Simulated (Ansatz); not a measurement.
# Te2Mo: rigid cleavage

Aim: for Te2Mo, open the crystal across a (0 0 1) plane.

Method: DFT PBE, scalar-relativistic, plane waves, PAW, in Ansatz 0.2.0.

2 further runs of the same task are left out: 2 set aside as unsound or not needed. Runs told in other sessions of the task aren't counted.

**1. Starting point**

It takes space group P6_3/mmc (No. 194, hexagonal). The conventional cell has a = 3.557 Å, b = 3.557 Å, c = 15.205 Å, α = 90.00°, β = 90.00°, γ = 120.00°. Te (site symmetry 3m) is surrounded by 3 Mo at 2.74 Å. Mo (site symmetry -6m2) is surrounded by 6 Te at 2.74 Å.

Structure file:

```xyz
6
Lattice="-1.7785 -3.0805 0.0000 1.7785 -3.0805 0.0000 0.0000 0.0000 15.2047" Properties=species:S:1:pos:R:3 pbc="T T T"
Te    0.0000   -4.1073    9.5956
Te    0.0000   -2.0537    1.9933
Te    0.0000   -4.1073   13.2115
Te    0.0000   -2.0537    5.6091
Mo    0.0000   -4.1073    3.8012
Mo    0.0000   -2.0537   11.4035
```

It is the result of an earlier relaxation at this level (volume 27.77 Å³/atom; gap on the mesh: 1.00 eV).

**2. The reference: the undisturbed cell on the scan's mesh**

Input file input.yaml:

```yaml
crystal:
  lattice:
    - [-1.7785332447, -3.0805099428, 0.0]
    - [1.7785332447, -3.0805099428, 0.0]
    - [0.0, 0.0, 15.2047171722]
  atoms:
    - { symbol: Te, position: [0.6666666667, 0.6666666667, 0.6310943429] }
    - { symbol: Te, position: [0.3333333333, 0.3333333333, 0.1310943429] }
    - { symbol: Te, position: [0.6666666667, 0.6666666667, 0.8689056571] }
    - { symbol: Te, position: [0.3333333333, 0.3333333333, 0.3689056571] }
    - { symbol: Mo, position: [0.6666666667, 0.6666666667, 0.25] }
    - { symbol: Mo, position: [0.3333333333, 0.3333333333, 0.75] }
basis:
  ecutwfc: 420
kpoints:
  mp_grid: { grid: [9, 9, 2] }
hamiltonian:
  xc: pbe
scf:
  occupations: { method: gaussian, width: 0.05 }
output:
  forces: true
  stress: true
  eigenvalues: true
```

Launch:

```sh
> ansatz run input.yaml --threads 2 --pin off --max-ram 5120MiB --backend cpu --events-out ev --progress --plain --runs-dir out
```

The session goes on with these runs: At d = 1.00 Å; point d = 3.00 Å; At d = 0.50 Å; point d = 2.00 Å; At d = 6.00 Å; d = -0.30 Å; point d = 0.25 Å; At d = 1.50 Å; At d = 4.50 Å; d = 0.75 Å; d = -0.15 Å.

**Question.** What will these runs give? Wanted: largest traction sampled.

The runs gave:

```
                quantity                  value
    energy at d = 6.00 Å              0.02 J/m²
largest traction sampled  0.1 GPa at d = 0.50 Å
```

The energy levels off at 0.02 J/m², the work to make two unrelaxed faces. The traction peaks at 0.1 GPa near 0.50 Å, an estimate of the ideal strength of rigid blocks on this coarse sampling. The gap on the mesh stays between 0.99 and 1.05 eV. These runs have no spin-orbit coupling; with Te it would split and shift bands. Layers here are held mostly by dispersion, which this level lacks, so their spacing and the stiffness across them are unreliable there.
